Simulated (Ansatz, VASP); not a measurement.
**Two plane-wave programs on Na**

```
Na
1.0
    -2.16917    2.16917    2.16917
     2.16917   -2.16917    2.16917
     2.16917    2.16917   -2.16917
Na
1
Direct
  0.00000 0.00000 0.00000
```

Alike in both runs: task single point; functional PBEsol; k mesh 9 × 9 × 9; occupations fermi-dirac, width 0.05 eV; no spin polarisation.

|  | VASP | Ansatz |
| --- | --- | --- |
| version | VASP 6.6.1 | Ansatz 0.2.0 |
| potentials or method | VASP PAW PBE potentials, release 64 (Na_pv) | Ansatz PAW |
| plane-wave cutoff (eV) | 520 | 420 |
| valence electrons in the cell | 7 | 9 |

```csv
,VASP,Ansatz,Ansatz less VASP
gap on the k mesh at the Fermi level (eV),none,none,-
pressure (GPa),-0.8,-0.8,+0.01
```

A gap of «none» marks a metal or a gap that the smearing closes. The functional is the same, so the differences come from potentials, cutoffs and numerics. The two sets of potentials don't hold the same shells in valence.

Caveats: the PAW data sets were made with another functional, which shifts forces and pressure a little (VASP); the PAW data sets come from PBE, with cores solved anew for the run's functional, which leaves a small shift of forces and pressure (Ansatz).
